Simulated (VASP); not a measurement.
Crystal: W.

```
CELL_PARAMETERS angstrom
-1.58234 1.58234 1.58234
1.58234 -1.58234 1.58234
1.58234 1.58234 -1.58234
ATOMIC_POSITIONS crystal
W 0.00000 0.00000 0.00000
```

```yaml
Program: VASP 6.6.1
Task: relaxation of cell and atoms
Functional: PBE
Potentials_or_basis: VASP PAW PBE potentials, release 64 (W_sv)
Cutoff: 600 eV
k_mesh: 12 × 12 × 12
Occupations: fermi-dirac, width 0.05 eV
Spin: no spin polarisation
```

At the start: pressure 6.5 GPa; volume 15.85 Å³/atom.

Q: How do energy, volume and symmetry change on relaxing?

A: Over 4 steps the energy falls by 6.5 meV/atom and the volume is 16.18 Å³/atom (+2.1 %); space group Im-3m (No. 229, to 0.05 Å).

The path:
```csv
step,energy change (eV),largest force (eV/Å),pressure (GPa),volume (Å³)
1,0.0000,0.0000,6.48,15.85
2,0.0669,0.0000,-18.66,17.36
3,-0.0065,0.0000,-0.18,16.19
4,-0.0065,0.0000,-0.03,16.18
```

Final structure:
```
CELL_PARAMETERS angstrom
-1.59325 1.59325 1.59325
1.59325 -1.59325 1.59325
1.59325 1.59325 -1.59325
ATOMIC_POSITIONS crystal
W 0.00000 0.00000 0.00000
```
